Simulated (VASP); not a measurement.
Input of a VASP 6.6.1 run:

File INCAR:

```
PREC     = Accurate       # precision mode
ENCUT    = 520            # plane-wave cutoff, eV
EDIFF    = 1E-6           # SCF threshold, eV
ISMEAR   = -1             # smearing method
SIGMA    = 0.1            # smearing width, eV
LREAL    = F              # projectors in reciprocal space
LASPH    = T              # aspherical terms in the spheres
NELM     = 100            # most SCF steps
ALGO     = Fast           # electronic algorithm
ISIF     = 2              # what is computed and relaxed
LWAVE    = F              # write WAVECAR
LCHARG   = F              # write CHGCAR
GGA      = RP             # functional
NBANDS   = 10             # bands
```

Contents of KPOINTS:

```
regular mesh
0
Gamma
  16 16 16
```

Contents of POSCAR:

```
Ir
1.0
   -1.5831858408      1.5831858408      1.5831858408
    1.5831858408     -1.5831858408      1.5831858408
    1.5831858408      1.5831858408     -1.5831858408
Ir
1
Direct
    0.0000000000      0.0000000000      0.0000000000
```

Potentials or basis: VASP PAW PBE potentials, release 64 (Ir).

Run with:

```console
$ cat potpaw_PBE.64/Ir/POTCAR > POTCAR
$ mpirun -np 1 vasp_std > vasp.out
```

Predict the pressure.

-10.0 GPa.

Predict the band gap on the k mesh.

none (metal or under the smearing width).

Caveat: the PAW data sets were made with another functional, which shifts forces and pressure a little. The run has no spin-orbit coupling, so splittings on Ir are missing.
